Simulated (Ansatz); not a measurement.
## BaTiO3: parities and Z2 indices, calculated with Ansatz

Space group Pm-3m (No. 221), 5 atoms in the cell of the first input below: a = 4.007 Å, b = 4.007 Å, c = 4.007 Å, α = 90.00°, β = 90.00°, γ = 90.00°.

The volume is a measured one, shape and positions are a prototype's, taken without relaxation (pressure -4.8 GPa with this functional, without spin–orbit coupling). Functional: PBEsol.

Input:

```yaml
crystal:
  lattice:
    - [4.0072991724, 0.0, 0.0]
    - [0.0, 4.0072991724, 0.0]
    - [0.0, 0.0, 4.0072991724]
  atoms:
    - { symbol: Ba, position: [0.0, 0.0, 0.0] }
    - { symbol: Ti, position: [0.5, 0.5, 0.5] }
    - { symbol: O, position: [0.0, 0.5, 0.5] }
    - { symbol: O, position: [0.5, 0.5, 0.0] }
    - { symbol: O, position: [0.5, 0.0, 0.5] }
basis:
  ecutwfc: 420
  ecutrho_ratio: 4
kpoints:
  mp_grid: { grid: [6, 6, 6] }
hamiltonian:
  xc: pbesol
scf:
  occupations: { method: gaussian, width: 0.05 }
output:
  forces: true
  stress: true
  eigenvalues: true
  populations: true
  topological_invariants: true
magnetization:
  noncollinear: true
  spin_orbit: true
```

```bash
ansatz run input.yaml --threads 8 --pin off --max-ram 15360MiB --backend cpu --events-out ev --progress --plain --runs-dir out
```

Time: 22 s on 8 threads of Arm Neoverse V1 (shared host), peak memory 0.99 GiB.

Without spin–orbit coupling the gap on a 8×8×8 mesh is 1.76 eV. With it, in a separate run (self-consistent on 6×6×6, bands on 8×8×8), a gap of 1.74 eV parts the filled from the empty bands (a gap on a mesh is an upper bound, as the edges may lie between its points). The indices are those of the lowest 40 bands, and their direct separation from the next band is open.

Odd-parity bands among them at the eight time-reversal-invariant momenta (inversion centre at 0.000 0.000 0.000):

```
          k  odd bands
0.0 0.0 0.0         30
0.0 0.0 0.5         18
0.0 0.5 0.0         18
0.0 0.5 0.5         22
0.5 0.0 0.0         18
0.5 0.0 0.5         22
0.5 0.5 0.0         22
0.5 0.5 0.5         26
```

What are the Z2 indices by the rule of Fu and Kane?

Each Kramers pair counts once, so δ = (−1)^(odd bands / 2): −, −, −, −, −, −, −, −. The product of all eight gives ν0, the products over the planes k_i = 1/2 the weak indices: (0;000). The Wilson-loop planes give (0;000).

The cell is scaled in volume by 0.96 and 1.05 with the atoms carried along. Do the indices change?

No.

```csv
volume ratio,pressure with spin–orbit coupling (GPa),smallest direct separation sampled (eV),at k,separation,Z2
0.96,2.3,1.838,0.00 0.00 0.00,open,(0;000)
1.00,-4.8,1.807,0.00 0.00 0.00,open,(0;000)
1.05,-11.7,1.758,0.00 0.00 0.00,open,(0;000)
```

Caveats: Kohn–Sham gaps are too small; Z2 indices don't see topology that rests on crystal symmetry, and an even number of inversions cancels; the cell shown stands at -4.8 GPa, so it isn't this functional's equilibrium.

Cubic BaTiO3 comes out as a topologically trivial insulator at all three volumes. The parity counts are those of filled ionic shells: O 2s and 2p together with the Ba and Ti semicore s and p states. They differ between momenta because atoms away from the inversion centre acquire Bloch phases, not because valence and conduction states have changed places. The negative sign common to all eight momenta is therefore no sign of band inversion.

The gap separates mainly O 2p from empty Ti 3d states, and spin–orbit coupling on these light atoms is far too weak to close it. The smallest sampled direct separation, 1.807 eV at Γ, exceeds the gap of 1.74 eV, so the gap is indirect on this mesh. The direct separation shrinks steadily on expansion, probably because the weaker Madelung potential brings the O 2p and Ti 3d levels closer together. The result doesn't by itself cover the ferroelectric phases, whose polar distortion removes the inversion centre on which the parity rule depends.
